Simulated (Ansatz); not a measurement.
HfO₂: the gap under strain, fitted and tested

Plane-wave DFT in Ansatz, PBE, scalar-relativistic PAW potentials, cutoff 420 eV, no spin-orbit coupling; no spin polarisation. HfO₂ in space group P4_2/nmc, a structure that wasn't matched to a measured phase. Biaxial strain in the a-b plane; c and atoms relaxed (conventional cell); Kohn–Sham gaps sought over the whole zone.

```csv
strain (%),space group,gap (eV)
-4.5,P4_2/nmc,4.662
-3.0,P4_2/nmc,4.692
-1.5,P4_2/nmc,4.691
+0.0,P4_2/nmc,4.670
+1.5,P4_2/nmc,4.413
+3.0,P4_2/nmc,?
+4.5,P4_2/nmc,3.818
```

**Question.** Fit the given gaps and predict the missing one.

**Answer.** Next to zero the slopes are -14 meV per % on the compressed side and -171 on the stretched side. The slope drops near zero while the symmetry stays the same, the mark of two bands or valleys crossing at an edge, so only the side of the missing row is fitted, by a line: E_g = 4.682 -0.1906 ε eV (ε in %; scatter 13 meV). At +3.0 % this gives 4.110 eV; the run gave 4.109 eV, 1 meV away. The fit holds.

Spin-orbit coupling, left out, matters for bands of heavy elements.

Cost: about 4.4 core-minutes for the runs cited, on Arm Neoverse V2 (shared hosts).

This form isn't the usual stable structure of the compound.